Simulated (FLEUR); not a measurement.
**CsI under changes of volume**

One of the cells (47.619 Å³/atom); the others are scaled copies at fixed shape and fractional positions:

```xyz
2
Lattice="4.5667 0.0000 0.0000 0.0000 4.5667 0.0000 0.0000 0.0000 4.5667" Properties=species:S:1:pos:R:3 pbc="T T T"
Cs    0.0000    0.0000    0.0000
I     2.2833    2.2833    2.2833
```

- Program: FLEUR MaX-R8.1 (later development tree)
- Functional: SCAN
- Potentials or basis: all-electron
- Basis: FLAPW
- Kmax: 4.1 1/bohr
- k mesh: 6 × 6 × 6
- Occupations: fermi-dirac, width 0.05 eV
- Spin: no spin polarisation

```csv
volume (Å³/atom),energy over the lowest point (meV/atom),gap on the mesh (eV)
44.762,?,?
45.714,7.72,4.55
47.619,0.31,4.60
49.523,0.00,4.41
50.476,2.18,4.33
```

Task: What does the run at 44.762 Å³/atom give?

Result: Energy over the lowest point 14.89 meV/atom; gap on the mesh 4.52 eV.

Worked out: A Birch-Murnaghan fit of order 2 (a polynomial in V^(-2/3)) to the other rows has its minimum at 48.63 Å³/atom with B0 = V·E''(V) = 13.8 GPa. It gives 14.60 meV/atom at 44.762 Å³/atom, against the run's 14.89. A parabola through the other rows of the gap, of slope 4.96 eV per unit of ln V there, extrapolates to 4.47 eV, against the run's 4.52.

Energies are extrapolated to zero smearing.

Caveats: the meta-GGA is that of a development version, with a GGA for the radial functions and cores and without core tails; spin-orbit coupling is left out, which moves the levels of the heavy elements.

A mesh can miss the band edges.
